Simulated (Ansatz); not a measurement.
Crystal: TiO2.

```
Ti O
1.0
     4.59984    0.00000    0.00000
     0.00000    4.59984    0.00000
     0.00000    0.00000    2.95921
Ti O
2 4
Cartesian
  0.0000 0.0000 1.4796
  2.2999 2.2999 0.0000
  1.3998 1.3998 1.4796
  0.9001 3.6997 0.0000
  3.6997 0.9001 0.0000
  3.2000 3.2000 1.4796
```

The cell is a database's computed one.

Base run:

```yaml
Program: Ansatz 0.2.0
Functional: PBE
Potentials_or_basis: Ansatz PAW
Cutoff: "420 eV (not typed: the program's choice for these potentials)"
k_mesh: 10 × 10 × 16
Occupations: fermi-dirac, width 0.05 eV
Spin: no spin polarisation
```

Its results: band gap on the k mesh 1.87 eV, direct; pressure 4.2 GPa; largest force 0.004 eV/Å.

**Question.** The run is repeated on the same cell with these changes: functional from PBE to BPBE; k mesh from 10 × 10 × 16 to 6 × 6 × 9. What comes out?

**Answer.** Band gap on the k mesh 1.87 eV, direct; pressure 3.8 GPa; largest force 0.011 eV/Å.

Several settings changed at once, so the effect can't be laid on one alone.

Caveats: the PAW data sets come from PBE, with cores solved anew for the run's functional, which leaves a small shift of forces and pressure (some runs).
